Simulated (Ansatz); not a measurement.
# WC: sliding across a plane

The task, for WC: slide the crystal rigidly across a (0 0 1) plane.

Method: DFT PBEsol, scalar-relativistic, plane waves, PAW, in Ansatz 0.2.0.

1 further run of the same task is left out (set aside as unsound or not needed).

**1. Starting point**

It takes space group Fm-3m (No. 225, cubic). Conventional cell: a = 4.345 Å, b = 4.345 Å, c = 4.345 Å, α = 90.00°, β = 90.00°, γ = 90.00°. W (site symmetry m-3m) has 6 C at 2.17 Å as nearest neighbours. C (site symmetry m-3m) has 6 W at 2.17 Å as nearest neighbours.

As a file:

```xyz
8
Lattice="-2.1727 -2.1727 0.0000 2.1727 -2.1727 0.0000 0.0000 0.0000 8.6907" Properties=species:S:1:pos:R:3 pbc="T T T"
W     0.0000   -2.1727    2.1727
W     0.0000    0.0000    4.3454
W     0.0000   -2.1727    6.5181
W     0.0000    0.0000    0.0000
C     0.0000    0.0000    2.1727
C     0.0000   -2.1727    4.3454
C     0.0000    0.0000    6.5181
C     0.0000   -2.1727    0.0000
```

It goes back to an entry of the Materials Project, which need not be the stable form.

It is built from the cell relaxed beforehand with the same method (10.26 Å³/atom).

**2. Zero of the scan**

Input file input.yaml:

```yaml
crystal:
  lattice:
    - [-2.1726853742, -2.1726853742, 0.0]
    - [2.1726853742, -2.1726853742, 0.0]
    - [0.0, 0.0, 8.6907414969]
  atoms:
    - { symbol: W, position: [0.5, 0.5, 0.25] }
    - { symbol: W, position: [0.0, 0.0, 0.5] }
    - { symbol: W, position: [0.5, 0.5, 0.75] }
    - { symbol: W, position: [0.0, 0.0, 0.0] }
    - { symbol: C, position: [0.0, 0.0, 0.25] }
    - { symbol: C, position: [0.5, 0.5, 0.5] }
    - { symbol: C, position: [0.0, 0.0, 0.75] }
    - { symbol: C, position: [0.5, 0.5, 0.0] }
basis:
  ecutwfc: 420
kpoints:
  mp_grid: { grid: [19, 19, 7] }
hamiltonian:
  xc: pbesol
scf:
  occupations: { method: gaussian, width: 0.15 }
output:
  forces: true
  stress: true
  eigenvalues: true
  write_density: true
  write_potential: true
  elf: true
  volumetric_format: npy
```

The run is started by

```sh
$ ansatz run input.yaml --threads 2 --pin off --max-ram 5120MiB --backend cpu --events-out ev --progress --plain --runs-dir out
```

**3. The scan: sliding across a plane**

The cut lies on the cell's a–b face, a (0 0 1) plane of area 9.44 Å², between layers 2.17 Å apart (C, W below, C, W above); the cell is 8.7 Å thick. Vector c is tilted by f times 1·a + 0·b (length 3.073 Å) with the atoms' Cartesian places fixed: one unrelaxed fault per cell.

**4. Point f = 0.200**

Input file input.yaml:

```yaml
crystal:
  lattice:
    - [-2.1726853742, -2.1726853742, 0.0]
    - [2.1726853742, -2.1726853742, 0.0]
    - [-0.4345370748, -0.4345370748, 8.6907414969]
  atoms:
    - { symbol: W, position: [0.475, 0.5, 0.125] }
    - { symbol: W, position: [-0.075, 0.0, 0.375] }
    - { symbol: W, position: [0.375, 0.5, 0.625] }
    - { symbol: W, position: [-0.175, 0.0, 0.875] }
    - { symbol: C, position: [-0.025, 0.0, 0.125] }
    - { symbol: C, position: [0.425, 0.5, 0.375] }
    - { symbol: C, position: [-0.125, 0.0, 0.625] }
    - { symbol: C, position: [0.325, 0.5, 0.875] }
basis:
  ecutwfc: 420
kpoints:
  mp_grid: { grid: [19, 19, 7] }
hamiltonian:
  xc: pbesol
scf:
  occupations: { method: gaussian, width: 0.15 }
output:
  forces: true
  stress: true
  eigenvalues: true
  write_density: true
  write_potential: true
  elf: true
  volumetric_format: npy
```

**5. Point f = 0.400**

Input file input.yaml:

```yaml
crystal:
  lattice:
    - [-2.1726853742, -2.1726853742, 0.0]
    - [2.1726853742, -2.1726853742, 0.0]
    - [-0.8690741497, -0.8690741497, 8.6907414969]
  atoms:
    - { symbol: W, position: [0.45, 0.5, 0.125] }
    - { symbol: W, position: [-0.15, 0.0, 0.375] }
    - { symbol: W, position: [0.25, 0.5, 0.625] }
    - { symbol: W, position: [-0.35, 0.0, 0.875] }
    - { symbol: C, position: [-0.05, 0.0, 0.125] }
    - { symbol: C, position: [0.35, 0.5, 0.375] }
    - { symbol: C, position: [-0.25, 0.0, 0.625] }
    - { symbol: C, position: [0.15, 0.5, 0.875] }
basis:
  ecutwfc: 420
kpoints:
  mp_grid: { grid: [19, 19, 7] }
hamiltonian:
  xc: pbesol
scf:
  occupations: { method: gaussian, width: 0.15 }
output:
  forces: true
  stress: true
  eigenvalues: true
```

**6. Point f = 0.100**

Input file input.yaml:

```yaml
crystal:
  lattice:
    - [-2.1726853742, -2.1726853742, 0.0]
    - [2.1726853742, -2.1726853742, 0.0]
    - [-0.2172685374, -0.2172685374, 8.6907414969]
  atoms:
    - { symbol: W, position: [0.4875, 0.5, 0.125] }
    - { symbol: W, position: [-0.0375, 0.0, 0.375] }
    - { symbol: W, position: [0.4375, 0.5, 0.625] }
    - { symbol: W, position: [-0.0875, 0.0, 0.875] }
    - { symbol: C, position: [-0.0125, 0.0, 0.125] }
    - { symbol: C, position: [0.4625, 0.5, 0.375] }
    - { symbol: C, position: [-0.0625, 0.0, 0.625] }
    - { symbol: C, position: [0.4125, 0.5, 0.875] }
basis:
  ecutwfc: 420
kpoints:
  mp_grid: { grid: [19, 19, 7] }
hamiltonian:
  xc: pbesol
scf:
  occupations: { method: gaussian, width: 0.15 }
output:
  forces: true
  stress: true
  eigenvalues: true
```

**7. Point f = 0.300**

Input file input.yaml:

```yaml
crystal:
  lattice:
    - [-2.1726853742, -2.1726853742, 0.0]
    - [2.1726853742, -2.1726853742, 0.0]
    - [-0.6518056123, -0.6518056123, 8.6907414969]
  atoms:
    - { symbol: W, position: [0.4625, 0.5, 0.125] }
    - { symbol: W, position: [-0.1125, 0.0, 0.375] }
    - { symbol: W, position: [0.3125, 0.5, 0.625] }
    - { symbol: W, position: [-0.2625, 0.0, 0.875] }
    - { symbol: C, position: [-0.0375, 0.0, 0.125] }
    - { symbol: C, position: [0.3875, 0.5, 0.375] }
    - { symbol: C, position: [-0.1875, 0.0, 0.625] }
    - { symbol: C, position: [0.2375, 0.5, 0.875] }
basis:
  ecutwfc: 420
kpoints:
  mp_grid: { grid: [19, 19, 7] }
hamiltonian:
  xc: pbesol
scf:
  occupations: { method: gaussian, width: 0.15 }
output:
  forces: true
  stress: true
  eigenvalues: true
```

**8. At f = 0.500**

Input file input.yaml:

```yaml
crystal:
  lattice:
    - [-2.1726853742, -2.1726853742, 0.0]
    - [2.1726853742, -2.1726853742, 0.0]
    - [-1.0863426871, -1.0863426871, 8.6907414969]
  atoms:
    - { symbol: W, position: [0.4375, 0.5, 0.125] }
    - { symbol: W, position: [-0.1875, 0.0, 0.375] }
    - { symbol: W, position: [0.1875, 0.5, 0.625] }
    - { symbol: W, position: [-0.4375, 0.0, 0.875] }
    - { symbol: C, position: [-0.0625, 0.0, 0.125] }
    - { symbol: C, position: [0.3125, 0.5, 0.375] }
    - { symbol: C, position: [-0.3125, 0.0, 0.625] }
    - { symbol: C, position: [0.0625, 0.5, 0.875] }
basis:
  ecutwfc: 420
kpoints:
  mp_grid: { grid: [19, 19, 7] }
hamiltonian:
  xc: pbesol
scf:
  occupations: { method: gaussian, width: 0.15 }
output:
  forces: true
  stress: true
  eigenvalues: true
```

(Steps that only read results are left out.)

Q: Predict the outcome of this session. Wanted: largest shear traction sampled.

As calculated:

| quantity | value |
| --- | --- |
| highest fault energy sampled | 2221 mJ/m² at f = 0.500 |
| largest shear traction sampled | 26.8 GPa |

**Reading.** The highest point computed is 2221 mJ/m², at f = 0.500; the true top can lie between points. Nothing is relaxed, so these energies are upper bounds; letting the layers move apart would lower them. The runs treat W without spin-orbit coupling.
